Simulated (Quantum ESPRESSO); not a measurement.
**CrCuO2 under changes of volume**

One of the cells (10.692 Å³/atom); the others are scaled copies at fixed shape and fractional positions:

```
Cu Cr O
1.0
     1.47672    0.85259    5.66174
    -1.47672    0.85259    5.66174
     0.00000   -1.70517    5.66174
Cu Cr O
1 1 2
Cartesian
  0.0000 0.0000 0.0000
  0.0000 0.0000 8.4926
  0.0000 0.0000 15.1522
  0.0000 0.0000 1.8330
```

| Quantity | Value |
| --- | --- |
| Program | Quantum ESPRESSO 7.5 |
| Functional | PBEsol |
| Potentials or basis | GBRV 1.5 PBEsol |
| Cutoff | 762 eV |
| Density cutoff | 6095 eV |
| k mesh | 10 × 10 × 10 |
| Occupations | fermi-dirac, width 0.05 eV |
| Spin | collinear spin, ferromagnetic start |
| Starting moments | [0.6, 3.0, 0.0, 0.0] μB |

```csv
volume (Å³/atom),energy over the lowest point (meV/atom),pressure (GPa),gap on the mesh (eV)
10.256,14.20,9.5,0.76
10.474,?,?,?
10.692,0.00,0.6,0.92
10.911,1.43,-3.2,0.93
11.129,7.79,-6.6,0.91
```

Task: What does the run at 10.474 Å³/atom give?

Result: Energy over the lowest point 4.04 meV/atom; pressure 4.8 GPa; gap on the mesh 0.84 eV.

Worked out: A Birch-Murnaghan fit of order 2 (a polynomial in V^(-2/3)) to the other rows has its minimum at 10.74 Å³/atom with B0 = V·E''(V) = 193 GPa at fixed shape and positions, which overstates the stiffness. It gives 4.07 meV/atom at 10.474 Å³/atom, against the run's 4.04, and -dE/dV = 5.1 GPa, against 4.8. A parabola through the other rows of the gap, of slope 3.76 eV per unit of ln V there, gives 0.86 eV, against the run's 0.84.

Energies are extrapolated to zero smearing.

Caveats: only a ferromagnetic start was run, and an antiferromagnetic order may lie lower in energy.

A mesh can miss the band edges.
